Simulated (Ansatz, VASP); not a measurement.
## CdTe: VASP beside Ansatz

```xyz
2
Lattice="3.3930 0.0000 0.0000 0.0000 3.3930 0.0000 0.0000 0.0000 3.3930" Properties=species:S:1:pos:R:3 pbc="T T T"
Cd    0.0000    0.0000    0.0000
Te    1.6965    1.6965    1.6965
```

Change from the starting cell: volume scaled by 0.72, LAPW.

Alike in both runs: task single point; functional PBE; k mesh 11 × 11 × 11; occupations fermi-dirac, width 0.05 eV; no spin polarisation.

```csv
,VASP,Ansatz
version,VASP 6.6.1,Ansatz 0.2.0
potentials or method,"VASP PAW PBE potentials, release 64 (Cd, Te), cutoff 520 eV","all-electron LAPW, scalar-relativistic"
```

```csv
,VASP,Ansatz,Ansatz less VASP
pressure (GPa),33.9,33.3,-0.64
```

Ansatz ran all-electron here, so the differences hold the error of VASP's frozen core and of both bases.

Caveats: so large a pressure means that the cell lies far from this level's equilibrium, or that cutoff or potentials fall short (VASP). The runs have no spin-orbit coupling, so splittings on Te are missing.
